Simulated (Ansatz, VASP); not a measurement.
**Two plane-wave programs on NaCl**

File INCAR:

```
SYSTEM = NaCl
PREC     = Accurate       ! precision mode
ENCUT    = 520            ! plane-wave cutoff, eV
EDIFF    = 1E-6           ! SCF threshold, eV
ISMEAR   = 0              ! smearing method
SIGMA    = 0.01           ! smearing width, eV
LREAL    = .False.        ! projectors in reciprocal space
LASPH    = .True.         ! aspherical terms in the spheres
NELM     = 100            ! most SCF steps
ALGO     = Normal         ! electronic algorithm
ISIF     = 2              ! what is computed and relaxed
LWAVE    = .False.        ! write WAVECAR
LCHARG   = .False.        ! write CHGCAR
GGA      = PE             ! functional
NBANDS   = 14             ! bands
```

Contents of KPOINTS:

```
Automatic mesh
0
Gamma
  6 6 6
  0 0 0
```

Contents of POSCAR:

```
NaCl
1.0
    2.8600000000      0.0000000000      0.0000000000
    0.0000000000      2.8600000000      0.0000000000
    0.0000000000      0.0000000000      2.8600000000
Na Cl
1 1
Direct
    0.0000000000      0.0000000000      0.0000000000
    0.5000000000      0.5000000000      0.5000000000
```

Input for Ansatz:

```yaml
crystal:
  lattice:
    - [2.86, 0.0, 0.0]
    - [0.0, 2.86, 0.0]
    - [0.0, 0.0, 2.86]
  atoms:
    - { symbol: Na, position: [0.0, 0.0, 0.0] }
    - { symbol: Cl, position: [0.5, 0.5, 0.5] }
basis:
  ecutwfc: 435.382179935808
kpoints:
  mp_grid:
    grid: [6, 6, 6]
    shift: [0.0, 0.0, 0.0]
scf:
  occupations:
    method: fixed
output:
  wannier:
    kmesh: [4, 4, 4]
    projections:
      - { species: Cl, l: p }
    minimise: true
```

Measurements of this composition are mostly on another form, of space group No. 225.

Alike in both runs: task single point; functional PBE; k mesh 6 × 6 × 6; no spin polarisation.

```csv
,VASP,Ansatz
version,VASP 6.6.1,Ansatz 0.2.0
potentials or method,"VASP PAW PBE potentials, release 64 (Na_pv, Cl)","plane waves, PAW"
plane-wave cutoff (eV),520,435
occupations,"gaussian, width 0.01 eV",fixed
valence electrons in the cell,14,16
```

|  | VASP | Ansatz | Ansatz less VASP |
| --- | --- | --- | --- |
| gap on the k mesh at the Fermi level (eV) | 4.41 | 4.37 | -0.046 |

The two sets of potentials don't hold the same shells in valence.

 A k mesh can miss the band edges. Expect the measured gap to be larger: semilocal functionals such as PBE lack the derivative discontinuity.
